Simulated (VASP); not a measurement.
# Au (Fm-3m) in VASP: a series of runs, part 2 of 2

VASP 6.6.1.

## Step 3: Relaxation of cell and atoms, PBE

This run uses another cell than the first one, of 17.95 Å³/atom, 1.065 times its volume.

Input file INCAR:

```
  PREC = Accurate
  ENCUT = 600
  EDIFF = 1E-7
  ISMEAR = 1
  SIGMA = 0.1
  LREAL = F
  LASPH = T
  NELM = 80
  ALGO = Normal
  ISIF = 3
  LWAVE = F
  LCHARG = F
  GGA = PE
  IBRION = 2
  NSW = 90
  EDIFFG = -0.005
```

Input file KPOINTS:

```
Automatic mesh
0
Gamma
  18 18 18
```

Input file POSCAR:

```
Au                                      
1.0
    0.0000000000      2.0781226147      2.0781226147
    2.0781226147      0.0000000000      2.0781226147
    2.0781226147      2.0781226147      0.0000000000
  Au            
     1
Direct
     0.0000000000000000    0.0000000000000000    0.0000000000000000
```

Potentials or basis: VASP PAW PBE potentials, release 64 (Au).

Run with:

```
cat potpaw_PBE.64/Au/POTCAR > POTCAR
mpirun -np 1 vasp_std > vasp.out
```

OUTCAR:

```text
PREC = Accurate
   ENCUT = 600
   EDIFF = 1E-7
   ISMEAR = 1
   LREAL = F
   LASPH = T
   NELM = 80
   ISIF = 3
   GGA = PE
   IBRION = 2
   NSW = 90
   EDIFFG = -0.005

 ion  position               nearest neighbor table
   1  0.000  0.000  0.000-

  LATTYP: Found a face centered cubic cell.
 ALAT       =     4.1562452294

  Lattice vectors:

 A1 = (   0.0000000000,   2.0781226147,   2.0781226147)
 A2 = (   2.0781226147,   0.0000000000,   2.0781226147)
 A3 = (   2.0781226147,   2.0781226147,   0.0000000000)

Analysis of symmetry for initial positions (statically):
=====================================================================
 Subroutine PRICEL returns:
 Original cell was already a primitive cell.

 Routine SETGRP: Setting up the symmetry group for a
 face centered cubic supercell.

 Subroutine GETGRP returns: Found 48 space group operations
 (whereof 48 operations were pure point group operations)
 out of a pool of 48 trial point group operations.

The static configuration has the point symmetry O_h .

Analysis of symmetry for dynamics (positions and initial velocities):
[... 167 lines left out ...]
  band No.  band energies     occupation
      1      -0.6863      2.00000
      2       4.2102      2.00000
      3       4.2102      2.00000
      4       4.2102      2.00000
      5       5.5917      2.00000
      6       5.5917      2.00000
      7      23.2129      0.00000
      8      26.9139      0.00000
      9      26.9139      0.00000
[... 265 lines left out ...]
 k-point    24 :      -0.2222    0.0556    0.0000
  band No.  band energies     occupation
      1       1.0363      2.00000
      2       3.9801      2.00000
      3       4.4935      2.00000
      4       4.5258      2.00000
      5       5.5122      2.00000
      6       5.9512      2.00000
      7      19.8753      0.00000
      8      24.1273      0.00000
      9      26.6639      0.00000

 [... further k-points ...]

------------------------ aborting loop because EDIFF is reached ----------------------------------------

  FORCE on cell =-STRESS in cart. coord.  units (eV):
  Direction    XX          YY          ZZ          XY          YZ          ZX
  --------------------------------------------------------------------------------------
  -------------------------------------------------------------------------------------
  Total        0.0021271      0.0021271      0.0021271      0.0000000      0.0000000     -0.0000000
  in kB        0.1898691      0.1898691      0.1898691      0.0000000      0.0000000     -0.0000000
  external PRESSURE =       0.1898691 kB  Pullay stress =       0.0000000 kB

 VOLUME and BASIS-vectors are now :
 -----------------------------------------------------------------------------
  energy-cutoff  :      600.00
  volume of cell :       17.95
      direct lattice vectors                 reciprocal lattice vectors
     0.000000000  2.078122615  2.078122615    -0.240601780  0.240601780  0.240601780
     2.078122615  0.000000000  2.078122615     0.240601780 -0.240601780  0.240601780
     2.078122615  2.078122615  0.000000000     0.240601780  0.240601780 -0.240601780

 POSITION                                       TOTAL-FORCE (eV/Angst)
 -----------------------------------------------------------------------------------
      0.00000      0.00000      0.00000         0.000000      0.000000      0.000000
 -----------------------------------------------------------------------------------
    total drift:                               -0.000000      0.000000     -0.000000

  FREE ENERGIE OF THE ION-ELECTRON SYSTEM (eV)
  ---------------------------------------------------
  free  energy   TOTEN  =        -3.2216443162 eV

  energy  without entropy=       -3.2215243145  energy(sigma->0) =       -3.22160432

 reached required accuracy - stopping structural energy minimisation
```

Run time: 30 s. Hardware: 1 thread of Intel Xeon Platinum 8375C at 2.90GHz (Ice Lake), shared host; peak memory 0.17 GiB.

Results:

| Item | Value |
| --- | --- |
| Free energy | -3.2216 eV |
| Pressure after relaxing | 0.0 GPa |
| Band gap on the k mesh | none (metal or under the smearing width) |

Final structure:
```cif
data_structure
_symmetry_space_group_name_H-M 'P 1'
_symmetry_Int_Tables_number 1
_cell_length_a 2.9389
_cell_length_b 2.9389
_cell_length_c 2.9389
_cell_angle_alpha 60.000
_cell_angle_beta 60.000
_cell_angle_gamma 60.000
_cell_volume 17.95
loop_
_atom_site_label
_atom_site_type_symbol
_atom_site_fract_x
_atom_site_fract_y
_atom_site_fract_z
_atom_site_occupancy
Au1 Au 0.00000 0.00000 0.00000 1
```

Levels at points of the mesh, in eV from the Fermi level:
```
           k point  band 3  band 4  band 5  band 6  band 7  band 8  band 9
(0.00, 0.00, 0.00)   -4.38   -4.38   -2.99   -2.99   14.63   18.33   18.33
(0.50, 0.00, 0.00)   -4.41   -1.90   -1.90   -0.67    2.85   14.07   16.79
(0.50, 0.50, 0.00)   -1.94   -1.61   -1.61    1.21    5.41    9.91    9.91
```

Caveat: the relaxation stopped at its first step, so nothing moved. Spin-orbit coupling is left out, which matters for the levels of Au.

## Step 4: Relaxation of cell and atoms, PBEsol

Input file INCAR:

```
ALGO = Normal
EDIFF = 1E-6
EDIFFG = -0.01
ENCUT = 600
GGA = PS
IBRION = 2
ISIF = 3
ISMEAR = 1
LASPH = T
LCHARG = F
LREAL = F
LWAVE = F
NELM = 80
NSW = 90
PREC = Accurate
SIGMA = 0.1
```

Input file KPOINTS:

```
k-points
0
Gamma
  18 18 18
```

Input file POSCAR:

```
Au
1.0
    0.0000000000      2.0350000000      2.0350000000
    2.0350000000      0.0000000000      2.0350000000
    2.0350000000      2.0350000000      0.0000000000
Au
1
Direct
    0.0000000000      0.0000000000      0.0000000000
```

Run with:

```
cat potpaw_PBE.64/Au/POTCAR > POTCAR
mpirun -np 1 vasp_std > vasp.out
```

Wall time 17 s (1 thread of Intel Xeon 6975P-C (Granite Rapids), shared host); peak memory 0.17 GiB.

The run converged. Its results:

- Free energy: -3.9242 eV
- Relaxed volume: 17.01 Å³/atom
- Relaxed cell: a = 2.887 Å, b = 2.887 Å, c = 2.887 Å, α = 60.00°, β = 60.00°, γ = 60.00°
- Space group after relaxing (to 0.05 Å): Fm-3m (No. 225)
- Energy gained by relaxing: 0.8 meV/atom
- Ionic steps: 3
- Pressure after relaxing: 0.0 GPa
- Band gap on the k mesh: none (metal or under the smearing width)

The path:
| step | energy change (eV) | largest force (eV/Å) | pressure (GPa) | volume (Å³) |
| --- | --- | --- | --- | --- |
| 1 | 0.0000 | 0.0000 | 1.62 | 16.85 |
| 2 | 0.0015 | 0.0000 | -2.61 | 17.27 |
| 3 | -0.0008 | 0.0000 | 0.00 | 17.01 |

Final structure:
```cif
data_structure
_symmetry_space_group_name_H-M 'P 1'
_symmetry_Int_Tables_number 1
_cell_length_a 2.8866
_cell_length_b 2.8866
_cell_length_c 2.8866
_cell_angle_alpha 60.000
_cell_angle_beta 60.000
_cell_angle_gamma 60.000
_cell_volume 17.01
loop_
_atom_site_label
_atom_site_type_symbol
_atom_site_fract_x
_atom_site_fract_y
_atom_site_fract_z
_atom_site_occupancy
Au1 Au 0.00000 0.00000 0.00000 1
```

Levels at points of the mesh, in eV from the Fermi level:
| k point | band 3 | band 4 | band 5 | band 6 | band 7 | band 8 | band 9 |
| --- | --- | --- | --- | --- | --- | --- | --- |
| (0.00, 0.00, 0.00) | -4.66 | -4.66 | -3.12 | -3.12 | 14.53 | 18.54 | 18.54 |
| (0.50, 0.00, 0.00) | -4.69 | -1.91 | -1.91 | -1.00 | 3.10 | 13.97 | 17.14 |
| (0.50, 0.50, 0.00) | -1.95 | -1.59 | -1.59 | 0.98 | 5.79 | 9.99 | 9.99 |

Caveat: the PAW data sets were made with another functional, which shifts forces and pressure a little. Spin-orbit coupling is left out, which matters for the levels of Au.

## Step 5: Relaxation of cell and atoms, PBEsol

This run uses another cell than the first one, of 17.01 Å³/atom, 1.009 times its volume.

INCAR: that of step 4 with these lines changed.

```diff
@@ -1,4 +1,4 @@
 ALGO = Normal
-EDIFF = 1E-6
-EDIFFG = -0.01
+EDIFF = 1E-7
+EDIFFG = -0.005
 ENCUT = 600
```

KPOINTS is that of step 4.

Input file POSCAR:

```
Au                                      
1.0
    0.0000000000      2.0411129682      2.0411129682
    2.0411129682      0.0000000000      2.0411129682
    2.0411129682      2.0411129682     -0.0000000000
  Au            
     1
Direct
     0.0000000000000000    0.0000000000000000    0.0000000000000000
```

Run with:

```
cat potpaw_PBE.64/Au/POTCAR > POTCAR
mpirun -np 1 vasp_std > vasp.out
```

It took 8.5 s on 1 thread of Intel Xeon 6975P-C (Granite Rapids), shared host; peak memory 0.16 GiB.

It converged, with:

```
Free energy             : -3.9243 eV
Pressure after relaxing : 0.0 GPa
Band gap on the k mesh  : none (metal or under the smearing width)
```

Final structure:
```xyz
1
Lattice="0.0000 2.0411 2.0411 2.0411 0.0000 2.0411 2.0411 2.0411 0.0000" Properties=species:S:1:pos:R:3 pbc="T T T"
Au    0.0000    0.0000    0.0000
```

Levels at points of the mesh, in eV from the Fermi level:
| k point | band 4 | band 5 | band 6 | band 7 | band 8 | band 9 |
| --- | --- | --- | --- | --- | --- | --- |
| (0.00, 0.00, 0.00) | -4.66 | -3.12 | -3.12 | 14.53 | 18.54 | 18.54 |
| (0.50, 0.00, 0.00) | -1.91 | -1.91 | -1.00 | 3.10 | 13.97 | 17.14 |
| (0.50, 0.50, 0.00) | -1.59 | -1.59 | 0.98 | 5.79 | 9.99 | 9.99 |

Caveat: the relaxation stopped at its first step, so nothing moved; the PAW data sets were made with another functional, which shifts forces and pressure a little. Spin-orbit coupling is left out, which matters for the levels of Au.
